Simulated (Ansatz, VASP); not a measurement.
# One calculation of KBr, two programs

```xyz
2
Lattice="0.0000 3.0291 3.4242 3.0291 0.0000 3.4242 3.0291 3.0291 0.0000" Properties=species:S:1:pos:R:3 pbc="T T T"
K     0.0000    0.0000    0.0000
Br    3.0291    3.0291    3.4242
```

Change from the starting cell: strain -0.080 along x and y, +0.040 along z, atoms carried along.

Alike in both runs: task single point; functional PBEsol; k mesh 6 × 6 × 6; occupations gaussian, width 0.05 eV; no spin polarisation.

|  | VASP | Ansatz |
| --- | --- | --- |
| version | VASP 6.6.1 | Ansatz 0.2.0 |
| potentials or method | VASP PAW PBE potentials, release 64 (K_sv, Br) | scalar-relativistic, plane waves, PAW |
| plane-wave cutoff (eV) | 520 | 420 |
| valence electrons in the cell | 16 | 16 |

|  | VASP | Ansatz | Ansatz less VASP |
| --- | --- | --- | --- |
| gap on the k mesh at the Fermi level (eV) | 4.51 | 4.52 | +0.005 |
| least direct gap on the mesh (eV) | 4.51 | 4.52 | +0.005 |
| pressure (GPa) | 3.4 | 3.2 | -0.11 |
| largest component of the traceless stress (GPa) | 3.98 | 3.90 | -0.080 |

Caveats: the PAW data sets were made with another functional, which shifts forces and pressure a little (VASP).
